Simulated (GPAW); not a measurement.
Crystal: PbSe (Clausthalite).

```
Pb Se
1.0
     0.00000    3.06065    3.06065
     3.06065    0.00000    3.06065
     3.06065    3.06065    0.00000
Pb Se
1 1
Direct
  0.00000 0.00000 0.00000
  0.50000 0.50000 0.50000
```

Base run:

| Property | Result |
| --- | --- |
| Program | GPAW 26.7.0 |
| Functional | PBE |
| Potentials or basis | JTH PAW 2.0, PBE |
| Cutoff | 600 eV |
| Basis | pw |
| k mesh | 6 × 6 × 6 |
| Occupations | fermi-dirac, width 0.05 eV |
| Spin | no spin polarisation |

Its results: band gap on the k mesh 0.29 eV, direct.

Problem. The run is repeated on the same cell with these changes: functional from PBE to TB-mBJ; potentials or basis from JTH PAW 2.0, PBE to GPAW PAW data sets for LDA (gpaw-data 1.2.1). What comes out?

Solution. Band gap on the k mesh 0.77 eV, direct.

Caveats: spin-orbit coupling is left out, which as a rule narrows the gap of such compounds by several tenths of an eV; the program truncates these outside data sets (some runs); a model potential gives levels but no total energy (some runs).
